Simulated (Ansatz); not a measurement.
## Ti (Im-3m), symmetry broken, then relaxed

Method: DFT PBEsol, scalar-relativistic, plane waves, PAW in Ansatz. Cutoff 420 eV, Γ-centred 14×14×14 k-points, Gaussian smearing of 0.15 eV. No spin polarisation. Energies are free energies at this smearing, counted from the undisturbed cell; pressure is positive in compression.

The starting cell (relaxed at this level; this bcc form isn't the usual structure):

```yaml
crystal:
  lattice:
    - [-1.60512, 1.60512, 1.60512]
    - [1.60512, -1.60512, 1.60512]
    - [1.60512, 1.60512, -1.60512]
  atoms:
    - { symbol: Ti, position: [0.00000, 0.00000, 0.00000] }
```

The cell is strained by (0.0084, 0.0047, -0.0131, 0.0021, -0.0136, -0.0261) (xx, yy, zz, yz, xz, xy; engineering shear). Cell and atoms are then relaxed.

Q: Does the relaxation return to the undisturbed structure?

A: No. It ends 45.1 meV/atom below it. The disturbance itself cost 1.5 meV/atom. The final space group reads Fm-3m (tolerance 0.05 Å) and the volume changes by 0.91 %.

Final structure:

```xyz
1
Lattice="-2.0329 1.4293 1.4321 2.0296 -1.4293 1.4369 2.0272 1.4391 -1.4321" Properties=species:S:1:pos:R:3 pbc="T T T"
Ti    0.0000    0.0000    0.0000
```

The relaxation, step by step (energy from the first step; small jumps at an unchanged geometry come where the plane waves are selected anew for the new cell):

```
step  ΔE (meV/atom) largest force component (eV/Å) pressure (GPa)
   1            0.0                           0.000            0.10
   2           -1.5                           0.000            0.10
   3           -3.1                           0.000           -0.20
   5           -7.5                           0.000            1.96
   6          -14.4                           0.000           -0.54
   7          -15.5                           0.000           -0.03
   8          -15.5                           0.000            0.22
   9          -15.5                           0.000           -0.07
  11          -15.7                           0.000            0.05
  12          -15.7                           0.000            0.00
  13          -15.7                           0.000           -0.05
  14          -15.9                           0.000           -0.23
  16          -33.0                           0.000            0.12
  17          -38.6                           0.000           -0.08
  18          -39.2                           0.000            0.05
  19          -39.2                           0.000            0.01
  20          -44.2                           0.000            0.62
  22          -46.1                           0.000            0.92
  23          -46.5                           0.000            0.01
  24          -46.6                           0.000            0.01
```

Frames along the relaxation (Å, eV/Å):

```xyz
1
Lattice="-1.650 1.635 1.597 1.629 -1.632 1.571 1.609 1.590 -1.593" Properties=species:S:1:pos:R:3:forces:R:3 pbc="T T T" step=1
Ti    0.000    0.000    0.000    0.000    0.000    0.000
1
Lattice="-1.638 1.625 1.585 1.626 -1.626 1.574 1.617 1.605 -1.586" Properties=species:S:1:pos:R:3:forces:R:3 pbc="T T T" step=2
Ti    0.000    0.000    0.000    0.000    0.000    0.000
1
Lattice="-1.627 1.619 1.556 1.631 -1.621 1.564 1.639 1.633 -1.559" Properties=species:S:1:pos:R:3:forces:R:3 pbc="T T T" step=3
Ti    0.000    0.000    0.000    0.000    0.000    0.000
1
Lattice="-1.635 1.635 1.485 1.665 -1.644 1.527 1.671 1.681 -1.495" Properties=species:S:1:pos:R:3:forces:R:3 pbc="T T T" step=4
Ti    0.000    0.000    0.000    0.000    0.000    0.000
1
Lattice="-1.636 1.634 1.401 1.675 -1.648 1.459 1.711 1.723 -1.416" Properties=species:S:1:pos:R:3:forces:R:3 pbc="T T T" step=5
Ti    0.000    0.000    0.000    0.000    0.000    0.000
1
Lattice="-1.669 1.663 1.456 1.685 -1.669 1.482 1.690 1.690 -1.462" Properties=species:S:1:pos:R:3:forces:R:3 pbc="T T T" step=6
Ti    0.000    0.000    0.000    0.000    0.000    0.000
1
Lattice="-1.693 1.676 1.450 1.692 -1.675 1.454 1.699 1.683 -1.451" Properties=species:S:1:pos:R:3:forces:R:3 pbc="T T T" step=7
Ti    0.000    0.000    0.000    0.000    0.000    0.000
1
Lattice="-1.695 1.676 1.453 1.692 -1.676 1.454 1.694 1.676 -1.454" Properties=species:S:1:pos:R:3:forces:R:3 pbc="T T T" step=8
Ti    0.000    0.000    0.000    0.000    0.000    0.000
1
Lattice="-1.700 1.680 1.452 1.697 -1.680 1.453 1.696 1.676 -1.452" Properties=species:S:1:pos:R:3:forces:R:3 pbc="T T T" step=9
Ti    0.000    0.000    0.000    0.000    0.000    0.000
1
Lattice="-1.698 1.678 1.452 1.696 -1.678 1.454 1.696 1.677 -1.452" Properties=species:S:1:pos:R:3:forces:R:3 pbc="T T T" step=10
Ti    0.000    0.000    0.000    0.000    0.000    0.000
1
Lattice="-1.698 1.678 1.452 1.696 -1.678 1.454 1.696 1.677 -1.452" Properties=species:S:1:pos:R:3:forces:R:3 pbc="T T T" step=11
Ti    0.000    0.000    0.000    0.000    0.000    0.000
1
Lattice="-1.700 1.676 1.451 1.698 -1.676 1.453 1.699 1.676 -1.451" Properties=species:S:1:pos:R:3:forces:R:3 pbc="T T T" step=12
Ti    0.000    0.000    0.000    0.000    0.000    0.000
1
Lattice="-1.705 1.672 1.451 1.703 -1.671 1.453 1.706 1.673 -1.451" Properties=species:S:1:pos:R:3:forces:R:3 pbc="T T T" step=13
Ti    0.000    0.000    0.000    0.000    0.000    0.000
1
Lattice="-1.742 1.637 1.448 1.739 -1.637 1.450 1.748 1.647 -1.448" Properties=species:S:1:pos:R:3:forces:R:3 pbc="T T T" step=14
Ti    0.000    0.000    0.000    0.000    0.000    0.000
1
Lattice="-1.816 1.566 1.446 1.812 -1.567 1.447 1.833 1.590 -1.446" Properties=species:S:1:pos:R:3:forces:R:3 pbc="T T T" step=15
Ti    0.000    0.000    0.000    0.000    0.000    0.000
1
Lattice="-1.895 1.489 1.459 1.889 -1.491 1.460 1.906 1.512 -1.460" Properties=species:S:1:pos:R:3:forces:R:3 pbc="T T T" step=16
Ti    0.000    0.000    0.000    0.000    0.000    0.000
1
Lattice="-1.977 1.435 1.447 1.970 -1.437 1.449 1.988 1.462 -1.448" Properties=species:S:1:pos:R:3:forces:R:3 pbc="T T T" step=17
Ti    0.000    0.000    0.000    0.000    0.000    0.000
1
Lattice="-1.969 1.453 1.450 1.967 -1.454 1.456 1.959 1.457 -1.451" Properties=species:S:1:pos:R:3:forces:R:3 pbc="T T T" step=18
Ti    0.000    0.000    0.000    0.000    0.000    0.000
1
Lattice="-1.968 1.451 1.451 1.965 -1.451 1.455 1.962 1.459 -1.451" Properties=species:S:1:pos:R:3:forces:R:3 pbc="T T T" step=19
Ti    0.000    0.000    0.000    0.000    0.000    0.000
1
Lattice="-1.968 1.451 1.451 1.965 -1.451 1.455 1.962 1.459 -1.451" Properties=species:S:1:pos:R:3:forces:R:3 pbc="T T T" step=20
Ti    0.000    0.000    0.000    0.000    0.000    0.000
1
Lattice="-1.999 1.441 1.443 1.997 -1.441 1.448 1.994 1.450 -1.443" Properties=species:S:1:pos:R:3:forces:R:3 pbc="T T T" step=21
Ti    0.000    0.000    0.000    0.000    0.000    0.000
1
Lattice="-2.032 1.419 1.428 2.029 -1.419 1.432 2.031 1.434 -1.427" Properties=species:S:1:pos:R:3:forces:R:3 pbc="T T T" step=22
Ti    0.000    0.000    0.000    0.000    0.000    0.000
1
Lattice="-2.033 1.429 1.432 2.030 -1.429 1.437 2.027 1.439 -1.432" Properties=species:S:1:pos:R:3:forces:R:3 pbc="T T T" step=23
Ti    0.000    0.000    0.000    0.000    0.000    0.000
1
Lattice="-2.033 1.429 1.432 2.030 -1.429 1.437 2.027 1.439 -1.432" Properties=species:S:1:pos:R:3:forces:R:3 pbc="T T T" step=24
Ti    0.000    0.000    0.000    0.000    0.000    0.000
```